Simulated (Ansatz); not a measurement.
Crystal: Os.

```
Os
1.0
     2.73410    0.00000    0.00000
    -1.36705    2.36780    0.00000
     0.00000    0.00000    4.31970
Os
2
Direct
  0.66667 0.33333 0.75000
  0.33333 0.66667 0.25000
```

```yaml
Program: Ansatz 0.2.0
Task: relaxation of cell and atoms
Functional: RPBE
Dispersion: D3(BJ)
Potentials_or_basis: all-electron LAPW, scalar-relativistic
Basis_error_allowed: 0.001 eV/atom
k_mesh: 11 × 11 × 6
Occupations: fermi-dirac, width 0.05 eV
Spin: no spin polarisation
```

At the start: volume 13.98 Å³/atom.

**Question.** Where does the relaxation end?

**Answer.** Over 6 steps the energy falls by 111.1 meV/atom and the volume is 12.98 Å³/atom (-7.2 %); space group P6_3/mmc (No. 194, to 0.05 Å).

Step by step:
```tsv
step	energy change (eV)	largest force (eV/Å)	volume (Å³)
1	0.0000	0.0000	27.96
2	-0.0385	0.0000	24.34
3	-0.2192	0.0000	26.17
4	-0.2221	0.0000	25.97
5	-0.2222	0.0000	25.95
6	-0.2222	0.0000	25.95
```

Final structure:
```xyz
2
Lattice="2.6624 0.0000 0.0000 -1.3312 2.3057 0.0000 0.0000 0.0000 4.2276" Properties=species:S:1:pos:R:3 pbc="T T T"
Os    1.3312    0.7686    3.1707
Os    0.0000    1.5371    1.0569
```
